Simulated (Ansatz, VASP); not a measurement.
# BAs: VASP beside Ansatz, part 2 of 2

One calculation is typed for both programs; each brings its own data sets. How far apart do they land? Of the first pair: The cell is taken from a series of runs on this material, whose earlier steps may have relaxed, scaled, displaced or heated it; both programs get it as it stands.

VASP 6.6.1 and Ansatz 0.2.0.

So far: The structure; VASP: relaxation of cell and atoms, PBEsol; Ansatz: relaxation of cell and atoms, PBEsol; Differences.

**5. Ansatz: relaxation, PBEsol**

Level of this step: Ansatz beside VASP: Kohn-Sham DFT, plane waves, PBEsol (Ansatz).

This run makes the geometry at which the two programs are then compared.

The structure compared here is the end of the Ansatz relaxation.

The input, input.yaml:

```yaml
crystal:
  lattice:
    - [0.0, 2.3838002969, 2.3838002969]
    - [2.3838002969, 0.0, 2.3838002969]
    - [2.3838002969, 2.3838002969, 0.0]
  atoms:
    - { symbol: As, position: [0.75, 0.75, 0.75] }
    - { symbol: B, position: [0.0, 0.0, 0.0] }
kpoints:
  mp_grid: { grid: [10, 10, 10] }
scf:
  occupations: { method: fermi_dirac, width: 0.02 }
hamiltonian:
  xc: pbesol
  pseudopotentials: { kind: paw, azcp: { folder: soft_1 }, xc_functional: pbe }
basis:
  ecutwfc: 600
output:
  forces: true
  stress: true
relax:
  f_tol: 0.005
  max_steps: 70
  cell: { stress_tol: 0.02, p_target: 5 }
```

Launch:

```bash
ansatz run input.yaml --threads 4 --pin off --max-ram 10240MiB --backend cpu --events-out ev --progress --plain --runs-dir out
```

Numbers of over 12 decimals in the logs are rounded to 6 here.

Output:

```text
[...]
Crystal: 2 atoms, lattice volume = 27.092 Å³
Basis set: ecut = 600 eV, 893 PW (Γ), exchange–correlation on 54×54×54 points (8 copies of the dense FFT grid, shifted against one another)
Bands: 13, of which v1, the nominal top of the filled ones, is band 9 counted from 1 (8 counted from 0)
Symmetry: 24 space group operations
[...]
k-points: 47 of 1000 (time reversal used)
[...]
0.000000       4.999183       0.000000
        0.000000       0.000000       4.999183
  P = ⅓ Tr σ = 4.9992 GPa (49.992 kbar)
--- Relaxed structure (4 steps of the walk, 4 accepted, 1 SCFs on fresh bases) ---
[...]
cell:  # Å, volume = 26.2059 Å³
    - [0, 2.357525, 2.357525]
    - [2.357525, 0, 2.357525]
    - [2.357525, 2.357525, 0]
  atoms:
    - { symbol: As, position: [0.750000, 0.750000, 0.750000] }
    - { symbol: B, position: [0, 0, 0] }
[key lines of the parts left out:]
SCF converged after 4 iterations
Free energy (F): -4965.762012 eV
Fermi energy:    11.743038 eV
```

**6. VASP: single point, PBEsol, pair 2**

The same cell, functional, mesh and smearing now go to VASP, with its own data sets.

The input, INCAR:

```
SYSTEM = BAs
PREC = Accurate
ENCUT = 500
EDIFF = 1E-06
NELM = 120
ISMEAR = -1
SIGMA = 0.02
LREAL = .FALSE.
ALGO = Normal
GGA = PS
NBANDS = 10
LORBIT = 11
LWAVE = .FALSE.
LCHARG = .FALSE.
ISIF = 2
LASPH = .TRUE.
GGA_COMPAT = .FALSE.
EFERMI = MIDGAP
```

The input, POSCAR:

```
BAs
1.0
    0.0000000000      2.3575246674      2.3575246674
    2.3575246674      0.0000000000      2.3575246674
    2.3575246674      2.3575246674      0.0000000000
As B
1 1
Direct
    0.7500000000      0.7500000000      0.7500000000
    0.0000000000      0.0000000000      0.0000000000
```

The input, KPOINTS:

```
Automatic mesh
0
Gamma
10 10 10
0 0 0
```

Potentials, in the order of the species: As and B (PBE family, release 64).

Launch:

```bash
mpirun -np 1 vasp_std
```

Output:

```text
[banner, memory and clock lines left out]
running    1 mpi-ranks, on    1 nodes
[...]
[... a notice as in an earlier step ...]

 LDA part: xc-table for (Slater+PW92), standard interpolation
 POSCAR, INCAR and KPOINTS ok, starting setup
[...]
entering main loop
       N       E                     dE             d eps       ncg     rms          rms(c)
DAV:   1     0.118286395552E+02    0.11829E+02   -0.37352E+03   940   0.682E+02
DAV:   2    -0.122202059181E+02   -0.24049E+02   -0.23317E+02  1324   0.107E+02
DAV:   3    -0.128670552791E+02   -0.64685E+00   -0.64571E+00  1158   0.171E+01
DAV:   4    -0.128686438416E+02   -0.15886E-02   -0.15884E-02  1124   0.917E-01
[...]
DAV:  10    -0.121840273468E+02   -0.54480E-04   -0.96451E-05  1036   0.604E-02    0.111E-02
DAV:  11    -0.121840298308E+02   -0.24840E-05   -0.18595E-06  1144   0.110E-02    0.107E-02
DAV:  12    -0.121840295688E+02    0.26204E-06   -0.97791E-07   632   0.527E-03
   1 F= -.12184030E+02 E0= -.12184030E+02  d E =-.547824E-13
```

From OUTCAR (step 6):

```text
  Total        0.9892928      0.9892928      0.9892928     -0.0000000     -0.0000000      0.0000000
  in kB       60.4834688     60.4834688     60.4834688     -0.0000000     -0.0000000      0.0000000
  external PRESSURE =      60.4834688 kB  Pullay stress =       0.0000000 kB

 POSITION                                       TOTAL-FORCE (eV/Angst)
 -----------------------------------------------------------------------------------
      3.53629      3.53629      3.53629         0.000000      0.000000      0.000000
      0.00000      0.00000      0.00000        -0.000000     -0.000000     -0.000000
 -----------------------------------------------------------------------------------
    total drift:                               -0.000000     -0.000000     -0.000000

  FREE ENERGIE OF THE ION-ELECTRON SYSTEM (eV)
  ---------------------------------------------------
  free  energy   TOTEN  =       -12.1840295688 eV

  energy  without entropy=      -12.1840295688  energy(sigma->0) =      -12.18402957

[... 1 part as in an earlier step ...]

[... 2 further parts left out ...]
[key lines of the parts left out:]
E-fermi :   7.0009
```

The run ends at a pressure of 6.05 GPa.

**7. Differences**

What differs besides the data sets and the points named for the pairs above, as far as they apply: the data sets hold 18 valence electrons in Ansatz (on its PAW soft_1 files) and 8 in VASP; Ansatz's pressure holds a Pulay correction, VASP's none. Total energies have different zeros and are not compared.

Both answers:

```
              quantity  Ansatz   VASP  difference
        pressure (GPa)    5.00   6.05       -1.05
gap on the k mesh (eV)   1.046  1.036      +0.010
```

A gap on the mesh is an upper bound, since the band edges may lie between its points.

**8. Ansatz: relaxation, PBEsol**

This run makes the geometry at which the two programs are then compared. The cell compared in this pair holds 24.78 Å³, against 26.21 Å³ for the pair before.

The structure compared here is the end of the Ansatz relaxation.

input.yaml: that of step 5 with these lines changed.

```diff
@@ -20,2 +20,6 @@
   stress: true
+  write_density: true
+  write_potential: true
+  elf: true
+  volumetric_format: npy
 relax:
@@ -23,2 +27,2 @@
   max_steps: 70
-  cell: { stress_tol: 0.02, p_target: 5 }
+  cell: { stress_tol: 0.02, p_target: 15 }
```

Launch:

```bash
ansatz run input.yaml --threads 4 --pin off --max-ram 10240MiB --backend cpu --events-out ev --progress --plain --runs-dir out
```

Output:

```text
[...]
Crystal: 2 atoms, lattice volume = 27.092 Å³
Basis set: ecut = 600 eV, 893 PW (Γ), exchange–correlation on 54×54×54 points (8 copies of the dense FFT grid, shifted against one another)
Bands: 13, of which v1, the nominal top of the filled ones, is band 9 counted from 1 (8 counted from 0)
Symmetry: 24 space group operations
[...]
k-points: 47 of 1000 (time reversal used)
[...]
k-point 46: bands = [... 5 lower, 0.6908, 3.5905, 6.1616, 6.4296, 16.6558, 17.2024, 20.4956, 20.5172]
--- Relaxed structure (4 steps of the walk, 4 accepted, 1 SCFs on fresh bases) ---
[...]
cell:  # Å, volume = 24.7812 Å³
    - [0, 2.314006, 2.314006]
    - [2.314006, 0, 2.314006]
    - [2.314006, 2.314006, 0]
  atoms:
    - { symbol: As, position: [0.75, 0.75, 0.75] }
    - { symbol: B, position: [0, 0, 0] }
[key lines of the parts left out:]
SCF converged after 5 iterations
Free energy (F): -4965.675097 eV
Fermi energy:    12.633942 eV
P = ⅓ Tr σ = 14.9960 GPa (149.960 kbar)
```

**9. VASP: single point, PBEsol, pair 3**

The same cell, functional, mesh and smearing now go to VASP, with its own data sets.

INCAR is that of step 6.

The input, POSCAR:

```
BAs
1.0
    0.0000000000      2.3140055081      2.3140055081
    2.3140055081      0.0000000000      2.3140055081
    2.3140055081      2.3140055081      0.0000000000
As B
1 1
Direct
    0.7500000000      0.7500000000      0.7500000000
    0.0000000000      0.0000000000      0.0000000000
```

KPOINTS is that of step 6.

Launch:

```bash
mpirun -np 1 vasp_std
```

Output:

```text
[... set-up lines as in an earlier step ...]
 entering main loop
       N       E                     dE             d eps       ncg     rms          rms(c)
DAV:   1     0.120651128974E+02    0.12065E+02   -0.38453E+03   940   0.689E+02
DAV:   2    -0.122524560022E+02   -0.24318E+02   -0.22984E+02  1218   0.111E+02
DAV:   3    -0.128899842118E+02   -0.63753E+00   -0.63623E+00  1130   0.175E+01
DAV:   4    -0.128914244672E+02   -0.14403E-02   -0.14401E-02  1114   0.894E-01
[...]
DAV:  10    -0.120861847337E+02   -0.51227E-04   -0.96100E-05  1036   0.602E-02    0.122E-02
DAV:  11    -0.120861870656E+02   -0.23319E-05   -0.18291E-06  1142   0.108E-02    0.122E-02
DAV:  12    -0.120861866746E+02    0.39099E-06   -0.87907E-07   624   0.499E-03
   1 F= -.12086187E+02 E0= -.12086187E+02  d E =-.226046E-12
```

OUTCAR, selected parts (step 9):

```text
  Total        2.5271874      2.5271874      2.5271874      0.0000000      0.0000000      0.0000000
  in kB      163.3897713    163.3897713    163.3897713      0.0000000      0.0000000      0.0000000
  external PRESSURE =     163.3897713 kB  Pullay stress =       0.0000000 kB

 POSITION                                       TOTAL-FORCE (eV/Angst)
 -----------------------------------------------------------------------------------
      3.47101      3.47101      3.47101        -0.000000     -0.000000     -0.000000
      0.00000      0.00000      0.00000         0.000000      0.000000      0.000000
 -----------------------------------------------------------------------------------
    total drift:                               -0.000000     -0.000000     -0.000000

  FREE ENERGIE OF THE ION-ELECTRON SYSTEM (eV)
  ---------------------------------------------------
  free  energy   TOTEN  =       -12.0861866746 eV

  energy  without entropy=      -12.0861866746  energy(sigma->0) =      -12.08618667

[... 1 part as in an earlier step ...]

[... 2 further parts left out ...]
[key lines of the parts left out:]
E-fermi :   7.6232
```

The run ends at a pressure of 16.34 GPa.

**10. Differences**

What differs besides the data sets and the points named for the pairs above, as far as they apply: the data sets hold 18 valence electrons in Ansatz (on its PAW soft_1 files) and 8 in VASP. Total energies have different zeros and are not compared.

Both answers:

```
              quantity  Ansatz   VASP  difference
        pressure (GPa)   15.00  16.34       -1.34
gap on the k mesh (eV)   0.988  0.977      +0.011
```

A gap on the mesh is an upper bound, since the band edges may lie between its points.

**11. Outcome**

```json
{
 "difference in volume (relaxation of cell and atoms, PBEsol)": "-0.63 %",
 "difference in pressure (single point, PBEsol, pair 2)": "-1.0 GPa",
 "difference in pressure (single point, PBEsol, pair 3)": "-1.3 GPa"
}
```

In words: The difference in pressure is -1.3 GPa (single point, PBEsol, pair 3), beyond the 1 GPa picked in this series as the mark of a large difference. The data sets hold unlike numbers of valence electrons (18 in Ansatz and 8 in VASP), so part of the differences comes from the potentials. What causes the difference of the single point, PBEsol, pair 2 pair stays open here. What causes the difference of the single point, PBEsol, pair 3 pair stays open here. 4 further runs of this series are not shown here. How closely two codes agree says nothing of how well the functional describes the real material.

[Lines on the potential files, build, host, timing and source positions are cut from VASP's logs without a mark.]

[Logs are printed without paths, hosts, clocks, repeated set-up lines and the standing remarks that a program may print on its own settings, such as how far it seeks lower states.]

[Hosts, paths, dates, database ids (printed as entryN), source tags and the programs' standing remarks are cut or masked in the printed files.]
